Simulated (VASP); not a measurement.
# MgH2 (Fm-3m) in VASP: notebook

Aim: see how the results for MgH2 move with the level of theory and the settings. Levels: PBE, LDA, r2SCAN. Tasks: single point.

Program: VASP 6.6.1. These are calculated values, not measurements. Logs are shortened: lines on timing, memory, paths and dates and some standing lists are left out, and cuts for length are marked.

## Step 1: Starting point

It takes space group Fm-3m (No. 225, cubic). Conventional cell: a = 4.730 Å, b = 4.730 Å, c = 4.730 Å, α = 90.00°, β = 90.00°, γ = 90.00°. Mg (site symmetry m-3m) is surrounded by 8 H at 2.05 Å. H (site symmetry -43m) has 4 Mg at 2.05 Å as nearest neighbours.

The cell was built by a generator and needn't be a form met in nature.

## Step 2: Single point, PBE

INCAR

```
SYSTEM = MgH2
PREC     = Accurate       ! precision mode
ENCUT    = 520            ! plane-wave cutoff, eV
EDIFF    = 1E-7           ! SCF threshold, eV
ISMEAR   = -1             ! smearing method
SIGMA    = 0.02           ! smearing width, eV
LREAL    = .False.        ! projectors in reciprocal space
LASPH    = .True.         ! aspherical terms in the spheres
NELM     = 80             ! most SCF steps
ALGO     = Normal         ! electronic algorithm
ISIF     = 2              ! what is computed and relaxed
LWAVE    = .False.        ! write WAVECAR
LCHARG   = .False.        ! write CHGCAR
GGA      = PE             ! functional
NBANDS   = 9              ! bands
```

KPOINTS

```
Automatic mesh
0
Gamma
  8 8 8
  0 0 0
```

POSCAR

```
MgH2
1.0
    0.0000000000      2.3649613283      2.3649613283
    2.3649613283      0.0000000000      2.3649613283
    2.3649613283      2.3649613283      0.0000000000
Mg H
1 2
Direct
    0.0000000000      0.0000000000      0.0000000000
    0.2500000000      0.2500000000      0.2500000000
    0.7500000000      0.7500000000      0.7500000000
```

Potentials or basis: VASP PAW PBE potentials, release 64 (Mg, H).

Command:

```bash
$ cat potpaw_PBE.64/Mg/POTCAR potpaw_PBE.64/H/POTCAR > POTCAR
$ mpirun -np 1 vasp_std > vasp.out
```

OUTCAR:

```text
SYSTEM = MgH2
   PREC = Accurate
   ENCUT = 520
   EDIFF = 1E-7
   ISMEAR = -1
   LREAL = .False.
   LASPH = .True.
   NELM = 80
   ISIF = 2
   GGA = PE

 ion  position               nearest neighbor table
   1  0.000  0.000  0.000-   2 2.05   3 2.05   3 2.05   3 2.05   3 2.05   2 2.05   2 2.05   2 2.05

   2  0.250  0.250  0.250-   1 2.05   1 2.05   1 2.05   1 2.05
   3  0.750  0.750  0.750-   1 2.05   1 2.05   1 2.05   1 2.05

  LATTYP: Found a face centered cubic cell.
 ALAT       =     4.7299226566

  Lattice vectors:

 A1 = (   0.0000000000,   2.3649613283,   2.3649613283)
 A2 = (   2.3649613283,   0.0000000000,   2.3649613283)
 A3 = (   2.3649613283,   2.3649613283,   0.0000000000)

Analysis of symmetry for initial positions (statically):
=====================================================================
 Subroutine PRICEL returns:
 Original cell was already a primitive cell.

 Routine SETGRP: Setting up the symmetry group for a
 face centered cubic supercell.

 Subroutine GETGRP returns: Found 48 space group operations
 (whereof 48 operations were pure point group operations)
 out of a pool of 48 trial point group operations.

The static configuration has the point symmetry O_h .

Analysis of symmetry for dynamics (positions and initial velocities):
=====================================================================
 Subroutine PRICEL returns:
 Original cell was already a primitive cell.

 Routine SETGRP: Setting up the symmetry group for a
 face centered cubic supercell.

 Subroutine GETGRP returns: Found 48 space group operations
 (whereof 48 operations were pure point group operations)
 out of a pool of 48 trial point group operations.

The dynamic configuration has the point symmetry O_h .

 Subroutine INISYM returns: Found 48 space group operations
 (whereof 48 operations are pure point group operations),
 and found     1 'primitive' translations

----------------------------------------------------------------------------------------

                                     Primitive cell

  volume of cell :      26.4547

  direct lattice vectors                    reciprocal lattice vectors
     0.000000000  2.364961328  2.364961328    -0.211419948  0.211419948  0.211419948
     2.364961328  0.000000000  2.364961328     0.211419948 -0.211419948  0.211419948
     2.364961328  2.364961328  0.000000000     0.211419948  0.211419948 -0.211419948

  length of vectors
     3.344560385  3.344560385  3.344560385     0.366190091  0.366190091  0.366190091

  position of ions in fractional coordinates (direct lattice)
     0.000000000  0.000000000  0.000000000
     0.250000000  0.250000000  0.250000000
     0.750000000  0.750000000  0.750000000

  ion indices of the primitive-cell ions
   primitive index   ion index
                 1           1
                 2           2
                 3           3

----------------------------------------------------------------------------------------

 KPOINTS: Automatic mesh

Automatic generation of k-mesh.
 Grid dimensions read from file:
 generate k-points for:    8    8    8

 Generating k-lattice:

  Cartesian coordinates                     Fractional coordinates (reciprocal lattice)
    -0.026427493  0.026427493  0.026427493     0.125000000  0.000000000  0.000000000
     0.026427493 -0.026427493  0.026427493     0.000000000  0.125000000  0.000000000
     0.026427493  0.026427493 -0.026427493     0.000000000  0.000000000  0.125000000

  Length of vectors
     0.045773761  0.045773761  0.045773761

  Shift w.r.t. Gamma in fractional coordinates (k-lattice)
     0.000000000  0.000000000  0.000000000

 Subroutine IBZKPT returns following result:
 ===========================================

 Found     29 irreducible k-points:

 Following reciprocal coordinates:
            Coordinates               Weight
  0.000000  0.000000  0.000000      1.000000
  0.125000  0.000000  0.000000      8.000000
  0.250000  0.000000  0.000000      8.000000
  0.375000  0.000000  0.000000      8.000000
  0.500000  0.000000  0.000000      4.000000
  0.125000  0.125000  0.000000      6.000000
[... 16 lines left out ...]
  0.500000  0.250000  0.125000     48.000000
 -0.375000  0.250000  0.125000     24.000000
 [... further k-points ...]
   k-points           NKPTS =     29   k-points in BZ     NKDIM =     29   number of bands    NBANDS=      9
   number of dos      NEDOS =    301   number of ions     NIONS =      3
   total plane-waves  NPLWV =  21952
   dimension x,y,z NGX =    28 NGY =   28 NGZ =   28
   dimension x,y,z NGXF=    56 NGYF=   56 NGZF=   56
   ions per type =               1   2
   NGX,Y,Z   is equivalent  to a cutoff of  13.92, 13.92, 13.92 a.u.
   NGXF,Y,Z  is equivalent  to a cutoff of  27.84, 27.84, 27.84 a.u.
 SYSTEM =  MgH2
   PREC   = accura    normal or accurate (medium, high low for compatibility)
   ISTART =      0    job   : 0-new  1-cont  2-samecut
   ICHARG =      2    charge: 1-file 2-atom 10-const
   ISPIN  =      1    spin polarized calculation?
   LNONCOLLINEAR =      F non collinear calculations
   LSORBIT =      F    spin-orbit coupling
   LASPH  =      T    aspherical Exc in radial PAW
   ENCUT  =  520.0 eV  38.22 Ry    6.18 a.u.   6.22  6.22  6.22*2*pi/ulx,y,z
   NELM   =     80;   NELMIN=  2; NELMDL= -5     # of ELM steps
   EDIFF  = 0.1E-06   stopping-criterion for ELM
   LREAL  =      F    real-space projection
   EDIFFG = 0.1E-05   stopping-criterion for IOM
   NSW    =      0    number of steps for IOM
   IBRION =     -1    ionic relax: 0-MD 1-quasi-New 2-CG
   NFREE  =      0    steps in history (QN), initial steepest desc. (CG)
   ISIF   =      2    stress and relaxation
   ISYM   =      2    0-nonsym 1-usesym 2-fastsym
   POTIM  = 0.5000    time-step for ionic-motion
   TEBEG  =    0.0;   TEEND  =   0.0 temperature during run
   PSTRESS=    0.0 pullay stress
   NELECT =       4.0000    total number of electrons
   NUPDOWN=      -1.0000    fix difference up-down
   EMIN   =  10.00;   EMAX   =-10.00  energy-range for DOS
   EFERMI =   0.00;   METHOD = LEGACY
   ISMEAR =    -1;   SIGMA  =   0.02  broadening in eV -4-tet -1-fermi 0-gaus
   EFERMI_NEDOS =   21; number of points for ismear=-14 and -15
   IALGO  =     38    algorithm
   IMIX   =      4    mixing-type and parameters
     AMIX     =   0.40;   BMIX     =  1.00
     AMIX_MAG =   1.60;   BMIX_MAG =  1.00
  volume/ion in A,a.u.               =       8.82        59.51
  Fermi-wavevector in a.u.,A,eV,Ry     =   0.872156  1.648136 10.349352  0.760656
  Thomas-Fermi vector in A             =   1.991365
   LORBIT       =      0    0 simple, 1 ext, 2 COOP (PROOUT), +10 PAW based schemes
   GGA     = PE    functional components
   LHFCALC =     F    Hartree Fock is set to
   AEXX    =    0.0000 exact exchange contribution
   IVDW    =     0    specifies the selected vdW correction
   LEPSILON=     F    determine dielectric tensor
   LRPA    =     F    only Hartree local field effects (RPA)
 non-spin polarized calculation
  energy-cutoff  :      520.00
  volume of cell :       26.45
 maximum number of plane-waves:       725
 NGX is ok and might be reduce to    28
   NGX = 13   NGY = 13   NGZ = 13

 number of electron       4.0000000 magnetization

 Free energy of the ion-electron system (eV)
  ---------------------------------------------------
  ext. energy  EPLUGINS =         0.00000000
  ---------------------------------------------------
  free energy    TOTEN  =        -8.49649001 eV

  energy without entropy =       -8.49635125  energy(sigma->0) =       -8.49642063

 E-fermi :   3.1791     XC(G=0):  -9.0222

 val. band max:        3.0956730848   @ k =  -0.3750   0.5000   0.1250
 cond. band min:       3.2486344589   @ k =   0.1250   0.1250   0.0000
 fundamental gap:      0.1529613741
 Fermi energy:         3.1790953471

 k-point     1 :       0.0000    0.0000    0.0000
  band No.  band energies     occupation
      1      -7.0286      2.00000
      2       3.9930      0.00000
      3      12.4653      0.00000
      4      12.4653      0.00000
      5      12.4653      0.00000
      6      15.1461      0.00000
      7      15.1461      0.00000
      8      15.1461      0.00000
      9      15.8623      0.00000

 k-point     2 :       0.1250    0.0000    0.0000
  band No.  band energies     occupation
      1      -6.7396      2.00000
      2       3.3406      0.00062
      3      11.2989      0.00000
      4      12.1076      0.00000
      5      12.1076      0.00000
      6      14.7025      0.00000
      7      15.9639      0.00000
      8      15.9639      0.00000
      9      16.6663      0.00000

 k-point     3 :       0.2500    0.0000    0.0000
  band No.  band energies     occupation
      1      -5.8853      2.00000
      2       1.6351      2.00000
      3      10.1160      0.00000
      4      11.7106      0.00000
      5      11.7106      0.00000
      6      12.8595      0.00000
      7      14.8767      0.00000
      8      14.8767      0.00000
      9      18.2062      0.00000

 k-point     4 :       0.3750    0.0000    0.0000
  band No.  band energies     occupation
      1      -4.5054      2.00000
      2      -0.5369      2.00000
      3       9.7343      0.00000
      4      11.2984      0.00000
      5      11.7209      0.00000
      6      11.7209      0.00000
      7      13.2975      0.00000
      8      13.2975      0.00000
      9      20.8453      0.00000
[... 205 lines left out ...]
 k-point    22 :       0.3750    0.2500    0.1250
  band No.  band energies     occupation
      1      -5.1572      2.00000
      2       1.1553      2.00000
      3       7.6812      0.00000
      4       8.9068      0.00000
      5      10.7475      0.00000
      6      14.5218      0.00000
      7      15.1621      0.00000
      8      16.3979      0.00000
      9      19.7270      0.00000

 k-point    23 :       0.5000    0.2500    0.1250
  band No.  band energies     occupation
      1      -3.8427      2.00000
      2      -0.3622      2.00000
      3       6.4667      0.00000
      4       7.4140      0.00000
      5      11.3648      0.00000
      6      13.2605      0.00000
      7      16.2967      0.00000
      8      17.6969      0.00000
      9      19.0154      0.00000

 k-point    24 :      -0.3750    0.2500    0.1250
  band No.  band energies     occupation
      1      -2.1834      2.00000
      2      -2.1385      2.00000
      3       6.2212      0.00000
      4       6.7723      0.00000
      5      12.1051      0.00000
      6      12.1272      0.00000
      7      17.5526      0.00000
      8      17.8788      0.00000
      9      19.4056      0.00000

 [... further k-points ...]

------------------------ aborting loop because EDIFF is reached ----------------------------------------

  FORCE on cell =-STRESS in cart. coord.  units (eV):
  Direction    XX          YY          ZZ          XY          YZ          ZX
  --------------------------------------------------------------------------------------
  -------------------------------------------------------------------------------------
  Total        0.0848015      0.0848015      0.0848015     -0.0000000      0.0000000     -0.0000000
  in kB        5.1358433      5.1358433      5.1358433     -0.0000000      0.0000000     -0.0000000
  external PRESSURE =       5.1358433 kB  Pullay stress =       0.0000000 kB

 VOLUME and BASIS-vectors are now :
 -----------------------------------------------------------------------------
  energy-cutoff  :      520.00
  volume of cell :       26.45
      direct lattice vectors                 reciprocal lattice vectors
     0.000000000  2.364961328  2.364961328    -0.211419948  0.211419948  0.211419948
     2.364961328  0.000000000  2.364961328     0.211419948 -0.211419948  0.211419948
     2.364961328  2.364961328  0.000000000     0.211419948  0.211419948 -0.211419948

 POSITION                                       TOTAL-FORCE (eV/Angst)
 -----------------------------------------------------------------------------------
      0.00000      0.00000      0.00000         0.000000     -0.000000      0.000000
      1.18248      1.18248      1.18248        -0.000000     -0.000000     -0.000000
      3.54744      3.54744      3.54744         0.000000      0.000000      0.000000
 -----------------------------------------------------------------------------------
    total drift:                                0.000000      0.000000      0.000000

  FREE ENERGIE OF THE ION-ELECTRON SYSTEM (eV)
  ---------------------------------------------------
  free  energy   TOTEN  =        -8.4964900098 eV

  energy  without entropy=       -8.4963512533  energy(sigma->0) =       -8.49642063
```

Run time: 9.6 s. Hardware: 1 thread of Intel Xeon Platinum 8559C (Emerald Rapids), shared host; peak memory 0.15 GiB.

What came out:

```
Free energy            : -8.4965 eV
Pressure               : 0.5 GPa
Band gap on the k mesh : none (metal or under the smearing width)
```

Levels at points of the mesh, in eV from the Fermi level:
```csv
k point,band 1,band 2,band 3,band 4,band 5,band 6,band 7
"(0.00, 0.00, 0.00)",-10.21,0.81,9.29,9.29,9.29,11.97,11.97
"(0.50, 0.00, 0.00)",-5.90,-5.81,6.73,7.29,8.98,8.98,9.15
"(0.50, 0.50, 0.00)",-5.91,-2.51,-0.49,4.65,4.65,7.94,16.90
```

## Step 3: Single point, LDA

INCAR

```
SYSTEM = MgH2
PREC = Accurate
ENCUT = 520
EDIFF = 1E-7
ISMEAR = -1
SIGMA = 0.02
LREAL = .FALSE.
LASPH = .TRUE.
NELM = 60
ALGO = Normal
ISIF = 2
LWAVE = .FALSE.
LCHARG = .TRUE.
LELF = .TRUE.
LVHAR = .TRUE.
NBANDS = 9
```

KPOINTS

```
Automatic mesh
0
G
  8 8 8
  0 0 0
```

POSCAR is that of step 2.

Potentials or basis: VASP PAW LDA potentials, release 64 (Mg, H).

Command:

```bash
$ cat potpaw_LDA.64/Mg/POTCAR potpaw_LDA.64/H/POTCAR > POTCAR
$ mpirun -np 1 vasp_std > vasp.out
```

It used 4.3 s of CPU time on 1 thread of Intel(R) Xeon(R) Platinum 8559C (Emerald Rapids), on a shared host, which was overloaded at the time.

Results (log left out):

```yaml
Free_energy: -9.1826 eV
Pressure: -3.0 GPa
Band_gap_on_the_k_mesh: none (metal or under the smearing width)
```

Levels at points of the mesh, in eV from the Fermi level:
| k point | band 1 | band 2 | band 3 | band 4 | band 5 |
| --- | --- | --- | --- | --- | --- |
| (0.00, 0.00, 0.00) | -10.12 | 1.20 | 9.25 | 9.25 | 9.25 |
| (0.50, 0.00, 0.00) | -5.77 | -5.68 | 6.85 | 7.32 | 8.91 |
| (0.50, 0.50, 0.00) | -5.74 | -2.24 | -0.58 | 4.57 | 4.57 |

(Continued in part 2 of 2.)
